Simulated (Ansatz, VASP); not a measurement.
**CdS: VASP beside Ansatz**

```
Cd S
1.0
     0.00000    2.75324    2.75324
     2.75324    0.00000    2.75324
     2.75324    2.75324    0.00000
Cd S
1 1
Cartesian
  0.0000 0.0000 0.0000
  2.7532 2.7532 2.7532
```

Measurements of this composition are mostly on another form, of space group No. 186.

Alike in both runs: task single point; functional PBE; k mesh 8 × 8 × 8; occupations gaussian, width 0.026 eV; no spin polarisation.

|  | VASP | Ansatz |
| --- | --- | --- |
| version | VASP 6.6.1 | Ansatz 0.2.0 |
| potentials or method | VASP PAW PBE potentials, release 64 (Cd, S) | Ansatz PAW |
| plane-wave cutoff (eV) | 520 | 420 |
| valence electrons in the cell | 18 | 26 |

Ansatz gave:

| Item | Value |
| --- | --- |
| gap on the k mesh at the Fermi level (eV) | 0.26 |
| least direct gap on the mesh (eV) | 1.55 |
| pressure (GPa) | -0.4 |

Problem. Estimate VASP's values.

Solution. gap on the k mesh at the Fermi level (eV): 0.25; least direct gap on the mesh (eV): 1.53; pressure (GPa): -0.1.

The functional is the same, so the differences come from potentials, cutoffs and numerics. The two sets of potentials don't hold the same shells in valence.
